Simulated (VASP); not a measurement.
Write the native input for VASP 6.6.1 that does the following.

| Item | Value |
| --- | --- |
| Task | relaxation of cell and atoms |
| Functional | PBEsol0 |
| Potentials or basis | VASP PAW PBE potentials, release 64 (Si) |
| Cutoff | 600 eV |
| k mesh | 4 × 4 × 4 |
| Occupations | fermi-dirac, width 0.05 eV |
| Spin | no spin polarisation |
| Grid for exact exchange (PRECFOCK) | Normal |
| Exchange at q = 0 | truncated |
| Further INCAR settings | ALGO = Normal; EDIFF = 1e-06; IBRION = 2; EDIFFG = -0.005; NSW = 40; ISIF = 3 |

Si:

```xyz
2
Lattice="0.0000 2.7219 2.7219 2.7219 0.0000 2.7219 2.7219 2.7219 0.0000" Properties=species:S:1:pos:R:3 pbc="T T T"
Si    2.7219    2.7219    2.7219
Si    4.0828    4.0828    4.0828
```

One way to write it, as run:

POSCAR

```
Si
1.0
    0.0000000000      2.7218511865      2.7218511865
    2.7218511865      0.0000000000      2.7218511865
    2.7218511865      2.7218511865      0.0000000000
Si
2
Direct
    0.5000000000      0.5000000000      0.5000000000
    0.7500000000      0.7500000000      0.7500000000
```

INCAR.step1

```
ALGO = Normal
EDIFF = 1E-5
ENCUT = 600
GGA = PE
ISMEAR = -1
LASPH = True
LCHARG = False
LREAL = False
LWAVE = True
NELM = 80
PREC = Accurate
SIGMA = 0.05
```

INCAR.step2

```
AEXX = 0.25
ALGO = Normal
EDIFF = 1E-6
EDIFFG = -0.005
ENCUT = 600
GGA = PS
HFRCUT = -1
IBRION = 2
ISIF = 3
ISMEAR = -1
ISTART = 1
LASPH = True
LCHARG = False
LHFCALC = True
LREAL = False
LWAVE = False
NELM = 80
NSW = 40
PREC = Accurate
PRECFOCK = Normal
SIGMA = 0.05
```

KPOINTS

```
k-points
0
Gamma
  4 4 4
```

Potentials or basis: VASP PAW PBE potentials, release 64 (Si).

Command:

```sh
$ cat potpaw_PBE.64/Si/POTCAR > POTCAR
$ cp INCAR.step1 INCAR
$ mpirun -np 1 vasp_std > vasp.out
$ cp INCAR.step2 INCAR
$ mpirun -np 1 vasp_std > vasp.out
```

It gave:

```json
{"Relaxed volume": "19.90 Å³/atom", "Relaxed cell": "a = 3.833 Å, b = 3.833 Å, c = 3.833 Å, α = 60.00°, β = 60.00°, γ = 60.00°", "Space group after relaxing (to 0.05 Å)": "Fd-3m (No. 227)", "Energy gained by relaxing": "1.1 meV/atom", "Ionic steps": "3", "Pressure after relaxing": "0.0 GPa", "Band gap on the k mesh": "1.92 eV, indirect (least direct gap 4.02 eV)"}
```

Caveat: the k mesh is coarse (spacing up to 0.50 Å⁻¹), so the values aren't converged, least of all with exact exchange; the PAW data sets were made with another functional, which shifts forces and pressure a little.

It took 3 min on 1 thread of AMD EPYC 9R45 (Zen 5), on a shared host, peak memory 0.14 GiB.
